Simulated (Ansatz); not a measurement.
# Te₂Mo: computed properties

Computed with DFT r2SCAN, scalar-relativistic, plane waves, PAW (Ansatz).

Cutoff 500 eV; k points 12×12×1 on the computed 12-atom cell (Γ-centred); Gaussian smearing, width 0.02 eV; no spin polarisation.

The structure is relaxed at this level of theory with its symmetry kept. This form isn't the usual stable structure of the compound.

It takes space group P-3m1 (No. 164, trigonal). Conventional cell: a = 3.563 Å, b = 3.563 Å, c = 39.048 Å, α = 90.00°, β = 90.00°, γ = 120.00°. Te (site symmetry 3m) has 3 Mo at 2.73 Å as nearest neighbours. Te (site symmetry 3m) has 3 Mo at 2.73 Å as nearest neighbours. Te (site symmetry 3m) has 3 Mo at 2.73 Å as nearest neighbours. Te (site symmetry 3m) is surrounded by 3 Mo at 2.73 Å. Mo (site symmetry 3m) has 6 Te at 2.73 Å as nearest neighbours. Mo (site symmetry 3m) has 6 Te at 2.73 Å as nearest neighbours.

| Quantity | Value |
| --- | --- |
| Volume per atom | 35.78 Å³ |
| Formation energy from the elements' standard states (uncorrected) | -0.297 eV/atom |
| Generalised Kohn–Sham band gap | 1.07 eV |
| Löwdin character of the top 1 eV of the valence band | Mo 4d 59 %, Te 5p 37 % |
| Löwdin character of the lowest 1 eV of the conduction band | Mo 4d 68 %, Te 5p 26 % |

Spin-orbit coupling is left out, which matters for the bands of heavy elements. The cell holds layers, and r2SCAN describes their binding at middle range but leaves out its long-range dispersion part.

Cost: 1 run of about 21 core-minutes, on Intel Xeon Processor @ 2.50GHz (Skylake/Cascade Lake) (shared hosts).